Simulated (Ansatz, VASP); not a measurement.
**Nb and the effect of spin-orbit coupling**

The cell as given:

```
Nb
1.0
     2.71964    0.00000    0.00000
     0.00000    2.71964    0.00000
     0.00000    0.00000    2.71964
Nb
1
Direct
  0.50000 0.50000 0.50000
```

This isn't the form of Nb at room conditions, which is bcc.

Kept alike: task relaxation of cell and atoms; functional LDA; k mesh 7 × 7 × 7; occupations fermi-dirac, width 0.05 eV. Program: Ansatz, Ansatz PAW, cutoff 420 eV. The mesh is that of the run's cell of 1 atom.

```csv
spin-orbit coupling,volume (Å³/atom)
off,18.918
on,18.926
```

The relaxations keep at least the cell's symmetry (Pm-3m). For a metal such a mesh leaves the last digits unconverged. Relaxations stop with a little pressure left, so the last digits of a volume or edge aren't settled. All rows use potentials made for PBE.

What does spin-orbit coupling change here?

The volume runs from 18.918 (off) to 18.926 Å³/atom (on). A twin series (VASP, LDA PAW files Nb_sv, 600 eV) moves it by +0.0286 between off and on, against +0.0079 Å³/atom here.
